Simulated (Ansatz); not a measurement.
Consider Sb2Te3 in the Bi2Te3 type structure (space group R-3m, No. 166; a = 4.211 Å, c = 29.191 Å (hexagonal axes)).

The values are results of PBEsol-D3(BJ)/PAW in Ansatz (a program for electronic structure), scalar-relativistic without spin-orbit coupling, earlier PAW set, not measurements.

Base values:

| Item | Result |
|---|---|
| Pressure | 0.0 GPa |
| Band gap | zero |

Modification: every lattice vector is stretched by 3.67 %; the atoms relax in the strained cell.

Q: What happens to the pressure, energy relative to the base, largest internal atomic displacement and band gap?

A: The pressure (mean of the normal stresses, compression positive) goes from zero to -3.8 GPa; the energy grows by 47 meV/atom; the largest internal atomic displacement amounts to 0.166 Å; the band gap remains zero.

Spin-orbit coupling, missing from the scalar runs, can matter with Sb and Te. No phonon test of stability was made. The final runs are not spin-polarised. Gaps under 0.05 eV, about the width of the smearing, are given as zero. A zero or small gap of Sb2Te3 can be the functional's error rather than a property of the material.
